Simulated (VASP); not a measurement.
A VASP 6.6.1 single-point calculation on LiH

INCAR

```
ISMEAR = 0
LWAVE = .FALSE.
PREC = Accurate
GGA = PS
EDIFF = 1E-7
LCHARG = .FALSE.
NELM = 120
SIGMA = 0.005
IBRION = -1
LREAL = .FALSE.
ENCUT = 520
NBANDS = 3
LASPH = .TRUE.
ISIF = 2
NSW = 0
```

KPOINTS

```
KPOINTS created by Atomic Simulation Environment
0
Gamma
10 10 10
0 0 0
```

POSCAR

```
Li H
 1.0000000000000000
     0.0000000000000000    2.0029948450999999    2.0029948450999999
     2.0029948450999999    0.0000000000000000    2.0029948450999999
     2.0029948450999999    2.0029948450999999    0.0000000000000000
 Li  H
   1   1
Cartesian
  0.0000000000000000  0.0000000000000000  0.0000000000000000
  2.0029948450999999  2.0029948450999999  2.0029948450999999
```

The recommended PBE PAW datasets give the neutral cell 4 valence electrons.

Command

```
mpirun -np 1 vasp_std
```

OSZICAR

```
N       E                     dE             d eps       ncg     rms          rms(c)
DAV:   1     0.233248164960E+01    0.23325E+01   -0.12827E+03   282   0.119E+03
DAV:   2    -0.588526905575E+01   -0.82178E+01   -0.74952E+01   375   0.146E+02
DAV:   3    -0.631831079941E+01   -0.43304E+00   -0.43304E+00   396   0.299E+01
DAV:   4    -0.634326773386E+01   -0.24957E-01   -0.24957E-01   405   0.634E+00
DAV:   5    -0.634350770208E+01   -0.23997E-03   -0.23997E-03   417   0.641E-01    0.269E+00
DAV:   6    -0.617437265582E+01    0.16914E+00   -0.14469E-01   309   0.342E+00    0.135E+00
DAV:   7    -0.611802726416E+01    0.56345E-01   -0.19287E-01   357   0.425E+00    0.207E-01
DAV:   8    -0.611996668436E+01   -0.19394E-02   -0.12355E-02   363   0.182E+00    0.564E-02
DAV:   9    -0.611997694268E+01   -0.10258E-04   -0.64917E-04   411   0.271E-01    0.353E-02
DAV:  10    -0.611997590668E+01    0.10360E-05   -0.49584E-05   357   0.980E-02    0.373E-03
DAV:  11    -0.611997382920E+01    0.20775E-05   -0.27405E-06   369   0.327E-02    0.895E-04
DAV:  12    -0.611997307600E+01    0.75320E-06   -0.14493E-07   237   0.764E-03    0.119E-03
DAV:  13    -0.611997342222E+01   -0.34622E-06   -0.56306E-08   198   0.528E-03    0.628E-05
DAV:  14    -0.611997340355E+01    0.18669E-07   -0.83996E-09   183   0.220E-03
   1 F= -.61199734E+01 E0= -.61199734E+01  d E =-.207265-146
```

Standard output (part)

```
POSCAR found type information on POSCAR LiH
 POSCAR found :  2 types and       2 ions
 LDA part: xc-table for (Slater+PW92), standard interpolation
 POSCAR, INCAR and KPOINTS ok, starting setup
 WAVECAR not read
 entering main loop
```

From OUTCAR

```
k-points           NKPTS =     47   k-points in BZ     NKDIM =     47   number of bands    NBANDS=      3

   NELECT =       4.0000    total number of electrons

   dimension x,y,z NGX =    24 NGY =   24 NGZ =   24
   dimension x,y,z NGXF=    48 NGYF=   48 NGZF=   48

  energy-cutoff  :      520.00
  volume of cell :       16.07
      direct lattice vectors                 reciprocal lattice vectors
     0.000000000  2.002994845  2.002994845    -0.249626204  0.249626204  0.249626204
     2.002994845  0.000000000  2.002994845     0.249626204 -0.249626204  0.249626204
     2.002994845  2.002994845  0.000000000     0.249626204  0.249626204 -0.249626204

 k-points in reciprocal lattice and weights: KPOINTS created by Atomic Simulation Env
   0.00000000  0.00000000  0.00000000       0.001
   0.10000000  0.00000000  0.00000000       0.008
   0.20000000  0.00000000  0.00000000       0.008
   0.30000000  0.00000000  0.00000000       0.008
   0.40000000  0.00000000  0.00000000       0.008
   0.50000000  0.00000000  0.00000000       0.004
   0.10000000  0.10000000  0.00000000       0.006
   0.20000000  0.10000000  0.00000000       0.024
   ...

 E-fermi :   0.2561

 k-point     1 :       0.0000    0.0000    0.0000
  band No.  band energies     occupation
      1     -43.5346      2.00000
      2      -5.3845      2.00000
      3      16.2955      0.00000

 k-point     2 :       0.1000    0.0000    0.0000
  band No.  band energies     occupation
      1     -43.5301      2.00000
      2      -5.2068      2.00000
      3      14.7247      0.00000

 k-point     3 :       0.2000    0.0000    0.0000
  band No.  band energies     occupation
      1     -43.5175      2.00000
      2      -4.6865      2.00000
      3      11.3903      0.00000

 k-point     4 :       0.3000    0.0000    0.0000
  band No.  band energies     occupation
      1     -43.5021      2.00000
      2      -3.8829      2.00000
      3       8.2093      0.00000

 k-point     5 :       0.4000    0.0000    0.0000
  band No.  band energies     occupation
      1     -43.4894      2.00000
      2      -2.9935      2.00000
      3       5.8276      0.00000

 k-point     6 :       0.5000    0.0000    0.0000
  band No.  band energies     occupation
      1     -43.4847      2.00000
      2      -2.5443      2.00000
      3       4.8720      0.00000

 k-point     7 :       0.1000    0.1000    0.0000
  band No.  band energies     occupation
      1     -43.5285      2.00000
      2      -5.1448      2.00000
      3      14.9798      0.00000

 k-point     8 :       0.2000    0.1000    0.0000
  band No.  band energies     occupation
      1     -43.5187      2.00000
      2      -4.7299      2.00000
      3      12.5106      0.00000

 k-point     9 :       0.3000    0.1000    0.0000
  band No.  band energies     occupation
      1     -43.5042      2.00000
      2      -3.9988      2.00000
      3       9.2478      0.00000

 k-point    10 :       0.4000    0.1000    0.0000
  band No.  band energies     occupation
      1     -43.4906      2.00000
      2      -3.0839      2.00000
      3       6.5453      0.00000

 k-point    11 :       0.5000    0.1000    0.0000
  band No.  band energies     occupation
      1     -43.4833      2.00000
      2      -2.3944      2.00000
      3       5.0227      0.00000

 k-point    12 :      -0.4000    0.1000    0.0000
  band No.  band energies     occupation
      1     -43.4848      2.00000
      2      -2.5622      2.00000
      3       5.3641      0.00000

 ...

  Total       -0.0875533     -0.0875533     -0.0875533      0.0000000      0.0000000      0.0000000
  in kB       -8.7279743     -8.7279743     -8.7279743      0.0000000      0.0000000      0.0000000
  external PRESSURE =      -8.7279743 kB  Pullay stress =       0.0000000 kB

 POSITION                                       TOTAL-FORCE (eV/Angst)
 -----------------------------------------------------------------------------------
      0.00000      0.00000      0.00000         0.000000      0.000000     -0.000000
      2.00299      2.00299      2.00299        -0.000000     -0.000000      0.000000
 -----------------------------------------------------------------------------------
    total drift:                                0.000000     -0.000000     -0.000000

  FREE ENERGIE OF THE ION-ELECTRON SYSTEM (eV)
  ---------------------------------------------------
  free  energy   TOTEN  =        -6.1199734035 eV

  energy  without entropy=       -6.1199734035  energy(sigma->0) =       -6.11997340
```

It converged. Results: gap between bands v and c on the k mesh 2.75 eV; least direct gap on the k mesh 2.75 eV; pressure -0.9 GPa. Band v is the last that the valence electrons fill when counted band by band, and c is the next.

For comparison, a separate PBEsol run of the intended cell, on usual settings and not on those above, gives a gap of 2.75 eV on its mesh and a pressure of -0.9 GPa.

The run above took about 1.6 s on one core of a shared host (Intel Xeon 6975P-C) and held 0.13 GiB at most.
